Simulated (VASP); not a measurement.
# AlN (F-43m) in VASP: band structure with PBE

Aim: the band structure of AlN with PBE.

Program: VASP 6.6.1. These are calculated values, not measurements. Logs are shortened: lines on timing, memory, paths and dates and some standing lists are left out, and cuts for length are marked.

## (1) The structure

The structure is cubic, space group F-43m (No. 216). The conventional cell has a = 4.403 Å, b = 4.403 Å, c = 4.403 Å, α = 90.00°, β = 90.00°, γ = 90.00°. Al (site symmetry -43m) is surrounded by 4 N at 1.91 Å. N (site symmetry -43m) is surrounded by 4 Al at 1.91 Å.

Measurements of this composition are mostly on another form, of space group No. 186.

## (2) Band structure, PBE

File POSCAR:

```
AlN
1.0
    0.0000000000      2.2015870000      2.2015870000
    2.2015870000      0.0000000000      2.2015870000
    2.2015870000      2.2015870000      0.0000000000
Al N
1 1
Direct
    0.0000000000      0.0000000000      0.0000000000
    0.7500000000      0.7500000000      0.7500000000
```

File INCAR.step1:

```
SYSTEM = AlN
PREC     = Accurate       ! precision mode
ENCUT    = 520            ! plane-wave cutoff, eV
EDIFF    = 1E-7           ! SCF threshold, eV
ISMEAR   = 0              ! smearing method
SIGMA    = 0.02           ! smearing width, eV
LREAL    = .False.        ! projectors in reciprocal space
LASPH    = .True.         ! aspherical terms in the spheres
NELM     = 100            ! most SCF steps
ALGO     = Normal         ! electronic algorithm
ISIF     = 2              ! what is computed and relaxed
LWAVE    = .False.        ! write WAVECAR
LCHARG   = .True.         ! write CHGCAR
GGA      = PE             ! functional
NBANDS   = 11             ! bands
```

File KPOINTS.step1:

```
Automatic mesh
0
Gamma
  10 10 10
  0 0 0
```

File INCAR.step2:

```
SYSTEM = AlN
PREC     = Accurate       ! precision mode
ENCUT    = 520            ! plane-wave cutoff, eV
EDIFF    = 1E-7           ! SCF threshold, eV
ISMEAR   = 0              ! smearing method
SIGMA    = 0.05           ! smearing width, eV
LREAL    = .False.        ! projectors in reciprocal space
LASPH    = .True.         ! aspherical terms in the spheres
NELM     = 100            ! most SCF steps
ALGO     = Normal         ! electronic algorithm
ISIF     = 2              ! what is computed and relaxed
LWAVE    = .False.        ! write WAVECAR
LCHARG   = .False.        ! write CHGCAR
GGA      = PE             ! functional
NBANDS   = 11             ! bands
ICHARG   = 11             ! starting density
```

File KPOINTS.step2:

```
path GXWKGLUWLK,UX
10
line-mode
reciprocal
 0.0000000000  0.0000000000  0.0000000000  G
 0.5000000000  0.0000000000  0.5000000000  X

 0.5000000000  0.0000000000  0.5000000000  X
 0.5000000000  0.2500000000  0.7500000000  W

 0.5000000000  0.2500000000  0.7500000000  W
 0.3750000000  0.3750000000  0.7500000000  K

 0.3750000000  0.3750000000  0.7500000000  K
 0.0000000000  0.0000000000  0.0000000000  G

 0.0000000000  0.0000000000  0.0000000000  G
 0.5000000000  0.5000000000  0.5000000000  L

 0.5000000000  0.5000000000  0.5000000000  L
 0.6250000000  0.2500000000  0.6250000000  U

 0.6250000000  0.2500000000  0.6250000000  U
 0.5000000000  0.2500000000  0.7500000000  W

 0.5000000000  0.2500000000  0.7500000000  W
 0.5000000000  0.5000000000  0.5000000000  L

 0.5000000000  0.5000000000  0.5000000000  L
 0.3750000000  0.3750000000  0.7500000000  K

 0.6250000000  0.2500000000  0.6250000000  U
 0.5000000000  0.0000000000  0.5000000000  X
```

Potentials or basis: VASP PAW PBE potentials, release 64 (Al, N).

Launch:

```bash
> cat potpaw_PBE.64/Al/POTCAR potpaw_PBE.64/N/POTCAR > POTCAR
> cp INCAR.step1 INCAR
> cp KPOINTS.step1 KPOINTS
> mpirun -np 1 vasp_std > vasp.out
> cp INCAR.step2 INCAR
> cp KPOINTS.step2 KPOINTS
> mpirun -np 1 vasp_std > vasp.out
```

OUTCAR:

```text
SYSTEM = AlN
   PREC = Accurate
   ENCUT = 520
   EDIFF = 1E-7
   ISMEAR = 0
   LREAL = .False.
   LASPH = .True.
   NELM = 100
   ISIF = 2
   GGA = PE
   ICHARG = 11

 ion  position               nearest neighbor table
   1  0.000  0.000  0.000-   2 1.91   2 1.91   2 1.91   2 1.91
   2  0.750  0.750  0.750-   1 1.91   1 1.91   1 1.91   1 1.91

  LATTYP: Found a face centered cubic cell.
 ALAT       =     4.4031740000

  Lattice vectors:

 A1 = (   0.0000000000,   2.2015870000,   2.2015870000)
 A2 = (   2.2015870000,   0.0000000000,   2.2015870000)
 A3 = (   2.2015870000,   2.2015870000,   0.0000000000)

Analysis of symmetry for initial positions (statically):
=====================================================================
 Subroutine PRICEL returns:
 Original cell was already a primitive cell.

 Routine SETGRP: Setting up the symmetry group for a
 face centered cubic supercell.

 Subroutine GETGRP returns: Found 24 space group operations
 (whereof 24 operations were pure point group operations)
 out of a pool of 48 trial point group operations.

The static configuration has the point symmetry T_d .

Analysis of symmetry for dynamics (positions and initial velocities):
=====================================================================
 Subroutine PRICEL returns:
 Original cell was already a primitive cell.

 Routine SETGRP: Setting up the symmetry group for a
 face centered cubic supercell.

 Subroutine GETGRP returns: Found 24 space group operations
 (whereof 24 operations were pure point group operations)
 out of a pool of 48 trial point group operations.

The dynamic configuration has the point symmetry T_d .

 Subroutine INISYM returns: Found 24 space group operations
 (whereof 24 operations are pure point group operations),
 and found     1 'primitive' translations

----------------------------------------------------------------------------------------

                                     Primitive cell

  volume of cell :      21.3421

  direct lattice vectors                    reciprocal lattice vectors
     0.000000000  2.201587000  2.201587000    -0.227108899  0.227108899  0.227108899
     2.201587000  0.000000000  2.201587000     0.227108899 -0.227108899  0.227108899
     2.201587000  2.201587000  0.000000000     0.227108899  0.227108899 -0.227108899

  length of vectors
     3.113514194  3.113514194  3.113514194     0.393364152  0.393364152  0.393364152

  position of ions in fractional coordinates (direct lattice)
     0.000000000  0.000000000  0.000000000
     0.750000000  0.750000000  0.750000000

  ion indices of the primitive-cell ions
   primitive index   ion index
                 1           1
                 2           2

----------------------------------------------------------------------------------------

 KPOINTS: path GXWKGLUWLK,UX

Interpolating k-points between supplied coordinates.

 Line segments in fractional coordinates (reciprocal lattice):
    0.000000  0.000000  0.000000  ...  0.500000  0.000000  0.500000
    0.500000  0.000000  0.500000  ...  0.500000  0.250000  0.750000
    0.500000  0.250000  0.750000  ...  0.375000  0.375000  0.750000
    0.375000  0.375000  0.750000  ...  0.000000  0.000000  0.000000
    0.000000  0.000000  0.000000  ...  0.500000  0.500000  0.500000
    0.500000  0.500000  0.500000  ...  0.625000  0.250000  0.625000
    0.625000  0.250000  0.625000  ...  0.500000  0.250000  0.750000
    0.500000  0.250000  0.750000  ...  0.500000  0.500000  0.500000
    0.500000  0.500000  0.500000  ...  0.375000  0.375000  0.750000
    0.625000  0.250000  0.625000  ...  0.500000  0.000000  0.500000

 Generated    10 points on each line segment, for a total of    100 k-points:

 Following reciprocal coordinates:
            Coordinates               Weight
  0.000000  0.000000  0.000000      0.010000
  0.055556  0.000000  0.055556      0.010000
  0.111111  0.000000  0.111111      0.010000
  0.166667  0.000000  0.166667      0.010000
  0.222222  0.000000  0.222222      0.010000
  0.277778  0.000000  0.277778      0.010000
[... 16 lines left out ...]
  0.472222  0.277778  0.750000      0.010000
  0.458333  0.291667  0.750000      0.010000
 [... further k-points ...]
   k-points           NKPTS =    100   k-points in BZ     NKDIM =    100   number of bands    NBANDS=     11
   number of dos      NEDOS =    301   number of ions     NIONS =      2
   total plane-waves  NPLWV =  13824
   dimension x,y,z NGX =    24 NGY =   24 NGZ =   24
   dimension x,y,z NGXF=    48 NGYF=   48 NGZF=   48
   ions per type =               1   1
   NGX,Y,Z   is equivalent  to a cutoff of  12.81, 12.81, 12.81 a.u.
   NGXF,Y,Z  is equivalent  to a cutoff of  25.63, 25.63, 25.63 a.u.
 SYSTEM =  AlN
   PREC   = accura    normal or accurate (medium, high low for compatibility)
   ISTART =      0    job   : 0-new  1-cont  2-samecut
   ICHARG =     11    charge: 1-file 2-atom 10-const
   ISPIN  =      1    spin polarized calculation?
   LNONCOLLINEAR =      F non collinear calculations
   LSORBIT =      F    spin-orbit coupling
   LASPH  =      T    aspherical Exc in radial PAW
   ENCUT  =  520.0 eV  38.22 Ry    6.18 a.u.   5.79  5.79  5.79*2*pi/ulx,y,z
   NELM   =    100;   NELMIN=  2; NELMDL=  0     # of ELM steps
   EDIFF  = 0.1E-06   stopping-criterion for ELM
   LREAL  =      F    real-space projection
   EDIFFG = 0.1E-05   stopping-criterion for IOM
   NSW    =      0    number of steps for IOM
   IBRION =     -1    ionic relax: 0-MD 1-quasi-New 2-CG
   NFREE  =      0    steps in history (QN), initial steepest desc. (CG)
   ISIF   =      2    stress and relaxation
   ISYM   =      2    0-nonsym 1-usesym 2-fastsym
   POTIM  = 0.5000    time-step for ionic-motion
   TEBEG  =    0.0;   TEEND  =   0.0 temperature during run
   PSTRESS=    0.0 pullay stress
   NELECT =       8.0000    total number of electrons
   NUPDOWN=      -1.0000    fix difference up-down
   EMIN   =  10.00;   EMAX   =-10.00  energy-range for DOS
   EFERMI =   0.00;   METHOD = LEGACY
   ISMEAR =     0;   SIGMA  =   0.05  broadening in eV -4-tet -1-fermi 0-gaus
   EFERMI_NEDOS =   21; number of points for ismear=-14 and -15
   IALGO  =     38    algorithm
   IMIX   =      4    mixing-type and parameters
     AMIX     =   0.40;   BMIX     =  1.00
     AMIX_MAG =   1.60;   BMIX_MAG =  1.00
  volume/ion in A,a.u.               =      10.67        72.01
  Fermi-wavevector in a.u.,A,eV,Ry     =   1.180390  2.230614 18.957288  1.393321
  Thomas-Fermi vector in A             =   2.316684
   LORBIT       =      0    0 simple, 1 ext, 2 COOP (PROOUT), +10 PAW based schemes
   GGA     = PE    functional components
   LHFCALC =     F    Hartree Fock is set to
   AEXX    =    0.0000 exact exchange contribution
   IVDW    =     0    specifies the selected vdW correction
   LEPSILON=     F    determine dielectric tensor
   LRPA    =     F    only Hartree local field effects (RPA)
 non-spin polarized calculation
 Gauss-broadening in eV      SIGMA  =   0.05
  energy-cutoff  :      520.00
  volume of cell :       21.34
 maximum number of plane-waves:       589
 NGX is ok and might be reduce to    24

 number of electron       8.0000001 magnetization

 Free energy of the ion-electron system (eV)
  ---------------------------------------------------
  ext. energy  EPLUGINS =         0.00000000
  ---------------------------------------------------
  free energy    TOTEN  =       -15.09123068 eV

  energy without entropy =      -15.09123068  energy(sigma->0) =      -15.09123068

 E-fermi :   6.0021     XC(G=0): -10.8291

 val. band max:        5.7448696558   @ k =   0.0000   0.0000   0.0000
 cond. band min:       9.0500643093   @ k =   0.5000   0.0000   0.5000
 fundamental gap:      3.3051946535
 Fermi energy:         6.0021299622

 k-point     1 :       0.0000    0.0000    0.0000
  band No.  band energies     occupation
      1      -9.0976      2.00000
      2       5.7449      2.00000
      3       5.7449      2.00000
      4       5.7449      2.00000
      5       9.7294      0.00000
      6      18.0688      0.00000
      7      18.0688      0.00000
      8      18.0688      0.00000
      9      23.2416      0.00000
     10      23.2416      0.00000
     11      24.5971      0.00000

 k-point     2 :       0.0556    0.0000    0.0556
  band No.  band energies     occupation
      1      -9.0386      2.00000
      2       5.4590      2.00000
      3       5.6797      2.00000
      4       5.6797      2.00000
      5      10.0430      0.00000
      6      17.8598      0.00000
      7      18.1563      0.00000
      8      18.1563      0.00000
      9      21.8152      0.00000
     10      23.3336      0.00000
     11      24.7873      0.00000

 k-point     3 :       0.1111    0.0000    0.1111
  band No.  band energies     occupation
      1      -8.8645      2.00000
      2       4.7988      2.00000
      3       5.4980      2.00000
      4       5.4980      2.00000
      5      10.7500      0.00000
      6      17.3267      0.00000
      7      18.4053      0.00000
      8      18.4053      0.00000
      9      19.8922      0.00000
     10      23.6091      0.00000
     11      25.3516      0.00000
[... 267 lines left out ...]
 k-point    23 :       0.4722    0.2778    0.7500
  band No.  band energies     occupation
      1      -6.4648      2.00000
      2       1.8783      2.00000
      3       2.3986      2.00000
      4       3.2793      2.00000
      5      11.6473      0.00000
      6      16.6381      0.00000
      7      17.7092      0.00000
      8      17.8705      0.00000
      9      22.4817      0.00000
     10      24.5429      0.00000
     11      30.2201      0.00000

 k-point    24 :       0.4583    0.2917    0.7500
  band No.  band energies     occupation
      1      -6.4756      2.00000
      2       1.7980      2.00000
      3       2.3664      2.00000
      4       3.4728      2.00000
      5      11.5411      0.00000
      6      16.3823      0.00000
      7      17.9205      0.00000
      8      18.0651      0.00000
      9      22.2876      0.00000
     10      24.6829      0.00000
     11      30.1224      0.00000

 [... further k-points ...]

------------------------ aborting loop because EDIFF is reached ----------------------------------------

  FORCE on cell =-STRESS in cart. coord.  units (eV):
  Direction    XX          YY          ZZ          XY          YZ          ZX
  --------------------------------------------------------------------------------------
  -------------------------------------------------------------------------------------
  Total       -0.5120494     -0.5120494     -0.5120494      0.0000000      0.0000000     -0.0000000
  in kB      -38.4401328    -38.4401328    -38.4401328      0.0000000      0.0000000     -0.0000000
  external PRESSURE =     -38.4401328 kB  Pullay stress =       0.0000000 kB

 VOLUME and BASIS-vectors are now :
 -----------------------------------------------------------------------------
  energy-cutoff  :      520.00
  volume of cell :       21.34
      direct lattice vectors                 reciprocal lattice vectors
     0.000000000  2.201587000  2.201587000    -0.227108899  0.227108899  0.227108899
     2.201587000  0.000000000  2.201587000     0.227108899 -0.227108899  0.227108899
     2.201587000  2.201587000  0.000000000     0.227108899  0.227108899 -0.227108899

 POSITION                                       TOTAL-FORCE (eV/Angst)
 -----------------------------------------------------------------------------------
      0.00000      0.00000      0.00000        -0.000000      0.000000      0.000000
      3.30238      3.30238      3.30238         0.000000     -0.000000     -0.000000
 -----------------------------------------------------------------------------------
    total drift:                               -0.000000     -0.000000     -0.000000

  FREE ENERGIE OF THE ION-ELECTRON SYSTEM (eV)
  ---------------------------------------------------
  free  energy   TOTEN  =       -15.0912306757 eV

  energy  without entropy=      -15.0912306757  energy(sigma->0) =      -15.09123068
```

Wall time 11 s (1 thread of Intel Xeon Platinum 8488C (Sapphire Rapids), shared host); peak memory 0.14 GiB.

Results:

* Band gap on the k mesh: 3.31 eV, indirect (least direct gap 3.98 eV)
* Band gap along the path: 3.31 eV, indirect (least direct gap 3.98 eV)

Levels at the corners of the path, in eV from the valence-band top:
```tsv
point	band 2	band 3	band 4	band 5	band 6	band 7
Γ	0.00	0.00	0.00	3.98	12.32	12.32
X	-4.83	-1.75	-1.75	3.31	8.47	13.64
X	-4.83	-1.75	-1.75	3.31	8.47	13.64
W	-3.75	-3.35	-2.64	5.99	11.29	11.75
W	-3.75	-3.35	-2.64	5.99	11.29	11.75
K	-4.20	-3.56	-1.35	5.12	9.92	12.77
K	-4.20	-3.56	-1.35	5.12	9.92	12.77
Γ	0.00	0.00	0.00	3.98	12.32	12.32
Γ	0.00	0.00	0.00	3.98	12.32	12.32
L	-5.75	-0.48	-0.48	7.16	9.70	11.00
L	-5.75	-0.48	-0.48	7.16	9.70	11.00
U	-4.20	-3.56	-1.35	5.12	9.92	12.77
U	-4.20	-3.56	-1.35	5.12	9.92	12.77
W	-3.75	-3.35	-2.64	5.99	11.29	11.75
W	-3.75	-3.35	-2.64	5.99	11.29	11.75
L	-5.75	-0.48	-0.48	7.16	9.70	11.00
L	-5.75	-0.48	-0.48	7.16	9.70	11.00
K	-4.20	-3.56	-1.35	5.12	9.92	12.77
U	-4.20	-3.56	-1.35	5.12	9.92	12.77
X	-4.83	-1.75	-1.75	3.31	8.47	13.64
```

Caveat: the log is that of the step along the path at fixed density, whose energy, stress, charges and moments have no meaning.
